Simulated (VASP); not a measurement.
# Co in VASP: single point with PBE

Aim: the single point of Co with PBE.

All numbers are computed with VASP 6.6.1; they aren't measurements. Logs are shortened: lines on timing, memory, paths and dates and some standing lists are left out, and cuts for length are marked.

## Step 1: The cell of the first run

The cell holds a slab with vacuum, 3 atoms: a = 2.494 Å, b = 2.494 Å, c = 19.033 Å, α = 90.00°, β = 90.00°, γ = 120.00°.

The slab is cut from a database's or a generator's crystal, which needn't be the stable form of the element.

## Step 2: Single point, PBE, collinear spin, typed start ((0 0 1) slab cut from the bulk)

File INCAR:

```
SYSTEM = Co
ALGO = Fast ; DIPOL = 0.5 0.5 0.500
EDIFF = 1E-6 ; ENCUT = 520
GGA = PE ; IDIPOL = 3
ISIF = 2 ; ISMEAR = 0
ISPIN = 2 ; LASPH = .True.
LCHARG = .True. ; LDIPOL = .True.
LELF = .True. ; LMAXMIX = 4
LORBIT = 11 ; LREAL = .False.
LVACPOTAV = .True. ; LVHAR = .True.
LWAVE = .False. ; MAGMOM = 1.86 1.86 1.86
NBANDS = 24 ; NELM = 150
PREC = Accurate ; SIGMA = 0.1
```

File KPOINTS:

```
k-points
0
Gamma
  15 15 1
  0 0 0
```

File POSCAR:

```
Co
1.0
    2.4937685703      0.0000000000      0.0000000000
   -1.2468842852      2.1596669331      0.0000000000
    0.0000000000      0.0000000000     19.0330681495
Co
3
Direct
    0.3333333333      0.6666666667      0.3940510243
    0.6666666667      0.3333333333      0.5000000000
    0.3333333333      0.6666666667      0.6059489757
```

Potentials or basis: VASP PAW PBE potentials, release 64 (Co).

Run with:

```sh
> cat potpaw_PBE.64/Co/POTCAR > POTCAR
> mpirun -np 1 vasp_std > vasp.out
```

OUTCAR:

```text
SYSTEM = Co
   EDIFF = 1E-6
   ENCUT = 520
   GGA = PE
   ISIF = 2
   ISMEAR = 0
   ISPIN = 2
   LASPH = .True.
   LORBIT = 11
   LREAL = .False.
   NELM = 150
   PREC = Accurate

 ion  position               nearest neighbor table
   1  0.333  0.667  0.394-   2 2.48   2 2.48   2 2.48
   2  0.667  0.333  0.500-   1 2.48   3 2.48   1 2.48   3 2.48   1 2.48   3 2.48
   3  0.333  0.667  0.606-   2 2.48   2 2.48   2 2.48

  LATTYP: Found a hexagonal cell.
 ALAT       =     2.4937685703
 C/A-ratio  =     7.6322511945

  Lattice vectors:

 A1 = (   2.4937685703,   0.0000000000,   0.0000000000)
 A2 = (  -1.2468842852,   2.1596669331,   0.0000000000)
 A3 = (   0.0000000000,   0.0000000000,  19.0330681495)

Analysis of symmetry for initial positions (statically):
=====================================================================
 Subroutine PRICEL returns:
 Original cell was already a primitive cell.

 Routine SETGRP: Setting up the symmetry group for a
 hexagonal supercell.

 Subroutine GETGRP returns: Found 12 space group operations
 (whereof 12 operations were pure point group operations)
 out of a pool of 24 trial point group operations.

The static configuration has the point symmetry D_3h.

Analysis of symmetry for dynamics (positions and initial velocities):
=====================================================================
 Subroutine PRICEL returns:
 Original cell was already a primitive cell.

 Routine SETGRP: Setting up the symmetry group for a
 hexagonal supercell.

 Subroutine GETGRP returns: Found 12 space group operations
 (whereof 12 operations were pure point group operations)
 out of a pool of 24 trial point group operations.

The dynamic configuration has the point symmetry D_3h.

Analysis of structural, dynamic, and magnetic symmetry:
=====================================================================
 Subroutine PRICEL returns:
 Original cell was already a primitive cell.

 Routine SETGRP: Setting up the symmetry group for a
 hexagonal supercell.

 Subroutine GETGRP returns: Found 12 space group operations
 (whereof 12 operations were pure point group operations)
 out of a pool of 24 trial point group operations.

The overall configuration has the point symmetry D_3h.

 Subroutine INISYM returns: Found 12 space group operations
 (whereof 12 operations are pure point group operations),
 and found     1 'primitive' translations

----------------------------------------------------------------------------------------

                                     Primitive cell

  volume of cell :     102.5066

  direct lattice vectors                    reciprocal lattice vectors
     2.493768570  0.000000000  0.000000000     0.400999520  0.231517181  0.000000000
    -1.246884285  2.159666933  0.000000000     0.000000000  0.463034362  0.000000000
     0.000000000  0.000000000 19.033068150     0.000000000  0.000000000  0.052540137

  length of vectors
     2.493768570  2.493768570 19.033068150     0.463034362  0.463034362  0.052540137

  position of ions in fractional coordinates (direct lattice)
     0.333333333  0.666666667  0.394051024
     0.666666667  0.333333333  0.500000000
     0.333333333  0.666666667  0.605948976

  ion indices of the primitive-cell ions
   primitive index   ion index
                 1           1
                 2           2
                 3           3

----------------------------------------------------------------------------------------

 KPOINTS: k-points

Automatic generation of k-mesh.
 Grid dimensions read from file:
 generate k-points for:   15   15    1

 Generating k-lattice:

  Cartesian coordinates                     Fractional coordinates (reciprocal lattice)
     0.026733301  0.015434479  0.000000000     0.066666667  0.000000000  0.000000000
     0.000000000  0.030868957  0.000000000     0.000000000  0.066666667  0.000000000
     0.000000000  0.000000000  0.052540137     0.000000000  0.000000000  1.000000000

  Length of vectors
     0.030868957  0.030868957  0.052540137

  Shift w.r.t. Gamma in fractional coordinates (k-lattice)
     0.000000000  0.000000000  0.000000000

 Subroutine IBZKPT returns following result:
 ===========================================

 Found     27 irreducible k-points:

 Following reciprocal coordinates:
            Coordinates               Weight
  0.000000  0.000000  0.000000      1.000000
  0.066667 -0.000000  0.000000      6.000000
  0.133333 -0.000000  0.000000      6.000000
  0.200000 -0.000000  0.000000      6.000000
  0.266667 -0.000000  0.000000      6.000000
  0.333333 -0.000000  0.000000      6.000000
[... 16 lines left out ...]
  0.333333  0.200000  0.000000     12.000000
  0.400000  0.200000  0.000000      6.000000
 [... further k-points ...]
   k-points           NKPTS =     27   k-points in BZ     NKDIM =     27   number of bands    NBANDS=     24
   number of dos      NEDOS =    301   number of ions     NIONS =      3
   total plane-waves  NPLWV =  57600
   dimension x,y,z NGX =    20 NGY =   20 NGZ =  144
   dimension x,y,z NGXF=    40 NGYF=   40 NGZF=  288
   ions per type =               3
   NGX,Y,Z   is equivalent  to a cutoff of  13.33, 13.33, 12.58 a.u.
   NGXF,Y,Z  is equivalent  to a cutoff of  26.67, 26.67, 25.16 a.u.
 SYSTEM =  Co
   PREC   = accura    normal or accurate (medium, high low for compatibility)
   ISTART =      0    job   : 0-new  1-cont  2-samecut
   ICHARG =      2    charge: 1-file 2-atom 10-const
   ISPIN  =      2    spin polarized calculation?
   LNONCOLLINEAR =      F non collinear calculations
   LSORBIT =      F    spin-orbit coupling
   LASPH  =      T    aspherical Exc in radial PAW
   ENCUT  =  520.0 eV  38.22 Ry    6.18 a.u.   4.64  4.64 35.39*2*pi/ulx,y,z
   NELM   =    150;   NELMIN=  2; NELMDL= -5     # of ELM steps
   EDIFF  = 0.1E-05   stopping-criterion for ELM
   LREAL  =      F    real-space projection
   EDIFFG = 0.1E-04   stopping-criterion for IOM
   NSW    =      0    number of steps for IOM
   IBRION =     -1    ionic relax: 0-MD 1-quasi-New 2-CG
   NFREE  =      0    steps in history (QN), initial steepest desc. (CG)
   ISIF   =      2    stress and relaxation
   ISYM   =      2    0-nonsym 1-usesym 2-fastsym
   POTIM  = 0.5000    time-step for ionic-motion
   TEBEG  =    0.0;   TEEND  =   0.0 temperature during run
   PSTRESS=    0.0 pullay stress
   NELECT =      27.0000    total number of electrons
   NUPDOWN=      -1.0000    fix difference up-down
   EMIN   =  10.00;   EMAX   =-10.00  energy-range for DOS
   EFERMI =   0.00;   METHOD = LEGACY
   ISMEAR =     0;   SIGMA  =   0.10  broadening in eV -4-tet -1-fermi 0-gaus
   EFERMI_NEDOS =   21; number of points for ismear=-14 and -15
   IALGO  =     68    algorithm
   IMIX   =      4    mixing-type and parameters
     AMIX     =   0.40;   BMIX     =  1.00
     AMIX_MAG =   1.60;   BMIX_MAG =  1.00
  volume/ion in A,a.u.               =      34.17       230.58
  Fermi-wavevector in a.u.,A,eV,Ry     =   1.049411  1.983099 14.983592  1.101263
  Thomas-Fermi vector in A             =   2.184372
   LORBIT       =     11    0 simple, 1 ext, 2 COOP (PROOUT), +10 PAW based schemes
   GGA     = PE    functional components
   LHFCALC =     F    Hartree Fock is set to
   AEXX    =    0.0000 exact exchange contribution
   IVDW    =     0    specifies the selected vdW correction
   LEPSILON=     F    determine dielectric tensor
   LRPA    =     F    only Hartree local field effects (RPA)
 spin polarized calculation
 RMM-DIIS sequential band-by-band and
 Gauss-broadening in eV      SIGMA  =   0.10
  energy-cutoff  :      520.00
  volume of cell :      102.51
 maximum number of plane-waves:      2789
 NGX is ok and might be reduce to    20
   NGX =  9   NGY =  9   NGZ = 71

 number of electron      26.9999998 magnetization       5.1013218

 dipolmoment           0.000000      0.000000      0.000000 electrons x Angstroem

 Free energy of the ion-electron system (eV)
  ---------------------------------------------------
  ext. energy  EPLUGINS =         0.00000000
  ---------------------------------------------------
  free energy    TOTEN  =       -19.66256671 eV

  energy without entropy =      -19.64671583  energy(sigma->0) =      -19.65464127

 E-fermi :  -0.0290     XC(G=0):  -5.2871

 val. band max:       -0.0333471627   @ k =   0.3333   0.1333   0.0000
 cond. band min:      -0.0075378070   @ k =   0.2667   0.0667   0.0000
 fundamental gap:      0.0258093557
 Fermi energy:        -0.0289710140

 spin component 1

 k-point     1 :       0.0000    0.0000    0.0000
  band No.  band energies     occupation
      1      -8.2077      1.00000
      2      -6.2598      1.00000
      3      -5.2078      1.00000
      4      -2.8706      1.00000
      5      -2.8312      1.00000
      6      -2.6832      1.00000
[... 16 lines left out ...]
     23       7.6527      0.00000
     24       8.3721      0.00000

 k-point     2 :       0.0667   -0.0000    0.0000
  band No.  band energies     occupation
      1      -8.0559      1.00000
      2      -6.1179      1.00000
      3      -5.0945      1.00000
      4      -2.9444      1.00000
      5      -2.8509      1.00000
      6      -2.7241      1.00000
[... 16 lines left out ...]
     23       7.7983      0.00000
     24       8.4842      0.00000
[... 565 lines left out ...]
     23      10.5051      0.00000
     24      11.5459      0.00000

 k-point    24 :       0.4000    0.2000    0.0000
  band No.  band energies     occupation
      1      -4.4228      1.00000
      2      -4.3036      1.00000
      3      -4.0047      1.00000
      4      -3.4858      1.00000
      5      -3.4027      1.00000
      6      -3.3252      1.00000
[... 16 lines left out ...]
     23      10.1764      0.00000
     24      12.1254      0.00000

 [... further k-points ...]

 spin component 2

 k-point     1 :       0.0000    0.0000    0.0000
  band No.  band energies     occupation
      1      -8.2022      1.00000
      2      -6.1422      1.00000
      3      -4.4749      1.00000
      4      -1.3060      1.00000
      5      -1.2222      1.00000
      6      -1.0081      1.00000
[... 16 lines left out ...]
     23       7.6173      0.00000
     24       8.5786      0.00000

 k-point     2 :       0.0667   -0.0000    0.0000
  band No.  band energies     occupation
      1      -8.0494      1.00000
      2      -5.9974      1.00000
      3      -4.3443      1.00000
      4      -1.3626      1.00000
      5      -1.2526      1.00000
      6      -1.1240      1.00000
[... 16 lines left out ...]
     23       7.7642      0.00000
     24       8.6837      0.00000
[... 565 lines left out ...]
     23      10.8374      0.00000
     24      11.6122      0.00000

 k-point    24 :       0.4000    0.2000    0.0000
  band No.  band energies     occupation
      1      -3.2521      1.00000
      2      -3.1196      1.00000
      3      -2.7944      1.00000
      4      -2.3546      1.00000
      5      -2.1098      1.00000
      6      -1.7152      1.00000
[... 16 lines left out ...]
     23      10.6182      0.00000
     24      11.8647      0.00000

 [... further k-points ...]

------------------------ aborting loop because EDIFF is reached ----------------------------------------

  FORCE on cell =-STRESS in cart. coord.  units (eV):
  Direction    XX          YY          ZZ          XY          YZ          ZX
  --------------------------------------------------------------------------------------
  -------------------------------------------------------------------------------------
  Total       -2.0476935     -2.0476935     -0.9257704      0.0000000      0.0000000      0.0000000
  in kB      -32.0054400    -32.0054400    -14.4697866      0.0000000      0.0000000      0.0000000
  external PRESSURE =     -26.1602222 kB  Pullay stress =       0.0000000 kB

 VOLUME and BASIS-vectors are now :
 -----------------------------------------------------------------------------
  energy-cutoff  :      520.00
  volume of cell :      102.51
      direct lattice vectors                 reciprocal lattice vectors
     2.493768570  0.000000000  0.000000000     0.400999520  0.231517181  0.000000000
    -1.246884285  2.159666933  0.000000000     0.000000000  0.463034362  0.000000000
     0.000000000  0.000000000 19.033068150     0.000000000  0.000000000  0.052540137

 POSITION                                       TOTAL-FORCE (eV/Angst)
 -----------------------------------------------------------------------------------
     -0.00000      1.43978      7.50000         0.000000     -0.000000      0.228994
      1.24688      0.71989      9.51653        -0.000000     -0.000000     -0.000000
     -0.00000      1.43978     11.53307        -0.000000      0.000000     -0.228994
 -----------------------------------------------------------------------------------
    total drift:                               -0.000000      0.000000      0.000000

  FREE ENERGIE OF THE ION-ELECTRON SYSTEM (eV)
  ---------------------------------------------------
  free  energy   TOTEN  =       -19.6625667066 eV

  energy  without entropy=      -19.6467158326  energy(sigma->0) =      -19.65464127

 vacuum level on the upper side and lower side of the slab         4.966         4.966

 total charge

# of ion       s       p       d       tot
------------------------------------------
    1        0.477   0.400   7.228   8.105
    2        0.482   0.515   7.263   8.261
    3        0.477   0.400   7.228   8.105
--------------------------------------------------
tot          1.437   1.315  21.718  24.470

 magnetization (x)

# of ion       s       p       d       tot
------------------------------------------
    1       -0.010  -0.045   1.798   1.742
    2       -0.016  -0.054   1.762   1.692
    3       -0.010  -0.045   1.798   1.742
--------------------------------------------------
tot         -0.036  -0.145   5.357   5.176
```

Run time: 6.5 min. Hardware: 1 thread of Intel Xeon Platinum 8259CL at 2.50GHz (Skylake/Cascade Lake), shared host; peak memory 0.31 GiB.

Results:

- Free energy: -19.6626 eV
- Largest force: 0.229 eV/Å
- Band gap on the k mesh: none (metal or under the smearing width)
- Net moment: 5.10 μB per cell
- Site moments: Co +1.74, +1.69 μB
- Valence electrons inside the program's atomic spheres: Co 8.11, 8.26
- Work function of the upper face: 5.00 eV
- Work function of the lower face: 5.00 eV

Forces on the atoms (eV/Å):
```
Co   0.000  0.000  0.229
Co   0.000  0.000  0.000
Co   0.000  0.000 -0.229
```
